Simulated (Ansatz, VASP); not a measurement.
# CuO: VASP beside Ansatz

```
Cu O
1.0
     0.00000    2.32725    2.32725
     2.32725    0.00000    2.32725
     2.32725    2.32725    0.00000
Cu O
1 1
Direct
  0.00000 0.00000 0.00000
  0.25000 0.25000 0.25000
```

Measurements of this composition are mostly on another form, of space group No. 15.

Alike in both runs: task single point; functional PBEsol; k mesh 7 × 7 × 7; occupations gaussian, width 0.05 eV; collinear spin, ferromagnetic start; Hubbard terms Cu d U = 2 eV.

```csv
,VASP,Ansatz
version,VASP 6.6.1,Ansatz 0.2.0
potentials or method,"VASP PAW PBE potentials, release 64 (Cu, O)",Ansatz PAW
plane-wave cutoff (eV),520,420
valence electrons in the cell,17,25
```

```tsv
	VASP	Ansatz	Ansatz less VASP
gap on the k mesh at the Fermi level (eV)	none	none	-
pressure (GPa)	-15.1	-14.1	+0.98
net moment per atom (μB)	0.38	0.36	-0.018
size of the moment on the site where the two differ most (μB)	0.44	0.40	-0.039
```

Site moments also hang on the region over which each program counts them. The programs project onto different local orbitals, so the same U acts differently. A gap of «none» marks a metal or a gap that the smearing closes. The two sets of potentials don't hold the same shells in valence.

Caveats: a cell with one magnetic atom can't hold antiferromagnetic order, which such compounds often take; the PAW data sets were made with another functional, which shifts forces and pressure a little (VASP); the magnetic or orbital state may not be the lowest (Ansatz); the pressure holds a Pulay correction of +0.6 GPa for the finite cutoff (Ansatz); the PAW data sets come from PBE, with cores solved anew for the run's functional, which leaves a small shift of forces and pressure (Ansatz). The state reached can hang on the start; a lower one may exist.
